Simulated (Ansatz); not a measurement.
# Te2Mo: how the settings move a single-point run

Aim: see which settings change the result for Te2Mo, by how much, and at what cost. The cell is built on a prototype (fluorite) and needn't be the phase found in nature.

Program: Ansatz 0.2.0. Level of theory: reference: DFT, PBEsol, plane waves, PAW. These are calculated values, not measurements.

6 further runs of the same task are left out: 1 for a known fault of the program, 5 that didn't finish.

## Step 1: The system as given

Symmetry: Fm-3m, No. 225, cubic system. Conventional cell: a = 6.630 Å, b = 6.630 Å, c = 6.630 Å, α = 90.00°, β = 90.00°, γ = 90.00°. Around Mo (site symmetry m-3m) lie 8 Te at 2.87 Å. Te (site symmetry -43m) is surrounded by 4 Mo at 2.87 Å.

Structure file:

```
CELL_PARAMETERS angstrom
0.00000 3.31483 3.31483
3.31483 0.00000 3.31483
3.31483 3.31483 0.00000
ATOMIC_POSITIONS crystal
Mo 0.00000 0.00000 0.00000
Te 0.25000 0.25000 0.25000
Te 0.75000 0.75000 0.75000
```

## Step 2: Baseline

input.yaml reads:

```yaml
crystal:
  lattice:
    - [0.0, 3.3148317929, 3.3148317929]
    - [3.3148317929, 0.0, 3.3148317929]
    - [3.3148317929, 3.3148317929, 0.0]
  atoms:
    - { symbol: Mo, position: [0.0, 0.0, 0.0] }
    - { symbol: Te, position: [0.25, 0.25, 0.25] }
    - { symbol: Te, position: [0.75, 0.75, 0.75] }
kpoints:
  mp_grid: { grid: [4, 4, 4] }
hamiltonian:
  xc: pbesol
scf:
  occupations: { method: fermi_dirac, width: 0.02 }
  n_extra_bands: 4
output:
  forces: true
  stress: true
  eigenvalues: true
```

Command:

```bash
ansatz run input.yaml --threads 4 --pin off --max-ram 3686MiB --backend cpu --events-out ev --progress --plain --runs-dir out
```

## Step 3: Changed: exchange pbe, correlation pbe, coeff 0.35, omega 0.2078

input.yaml, as its differences from that of step 2:

```diff
@@ -12,3 +12,6 @@
 hamiltonian:
-  xc: pbesol
+  xc:
+    exchange: pbe
+    correlation: pbe
+    exx: { coeff: 0.35, omega: 0.2078 }
 scf:
```

## Step 4: Changing settings: exchange pbe, correlation pbe, coeff 0.5, omega 0.3

input.yaml, as its differences from that of step 2:

```diff
@@ -12,3 +12,3 @@
 hamiltonian:
-  xc: pbesol
+  xc: { exchange: pbe, correlation: pbe, exx: { coeff: 0.5, omega: 0.3 } }
 scf:
```

## Step 5: Changing settings: exchange pbe, correlation pbe, coeff 0.4, omega 0.1

input.yaml, as its differences from that of step 2:

```diff
@@ -12,3 +12,3 @@
 hamiltonian:
-  xc: pbesol
+  xc: { exchange: pbe, correlation: pbe, exx: { coeff: 0.4, omega: 0.1 } }
 scf:
```

What does the calculation give? Wanted: for each run, ending; energy change; pressure; gap; force.

The runs gave:

| run | ending | energy change | pressure (GPa) | gap (eV) | force (eV/Å) | cycles | time |
| --- | --- | --- | --- | --- | --- | --- | --- |
| reference | converged | - | -2.3 | 0.00 | 0.00 | 7 | 0.61 s |
| 1: exchange pbe, correlation pbe, coeff 0.35, omega 0.2078 | converged | not comparable | -4.1 | 0.00 | 0.00 | 29 | 13 s |
| 2: exchange pbe, correlation pbe, coeff 0.5, omega 0.3 | converged | not comparable | -5.6 | 0.00 | 0.00 | 93 | 25 s |
| 3: exchange pbe, correlation pbe, coeff 0.4, omega 0.1 | converged | not comparable | -6.0 | 0.00 | 0.00 | 88 | 25 s |

Residual by cycle in the longest SCF loop of each run; runs are numbered as in the table. The quantity is the density residual dr2, in eV.

```
cycle  reference    run 1    run 2    run 3
    1      0.025   0.0135  0.00727    0.014
    3     5.2e-4   0.0283  0.00106   0.0267
    4     3.7e-5  0.00151   0.0058   5.2e-4
    6     1.1e-6   1.1e-6   7.6e-4   6.6e-7
    7     2.4e-8   2.8e-8  0.00492   4.9e-7
    9          -        -   8.2e-4  3.1e-10
   10          -        -  0.00478        -
   12          -        -   6.7e-4        -
   13          -        -  0.00244        -
   15          -        -   3.2e-4        -
   16          -        -  0.00103        -
   18          -        -   2.3e-4        -
```

What this shows: The reference leaves spin out although Mo can carry a moment, so its state need not be the lowest.
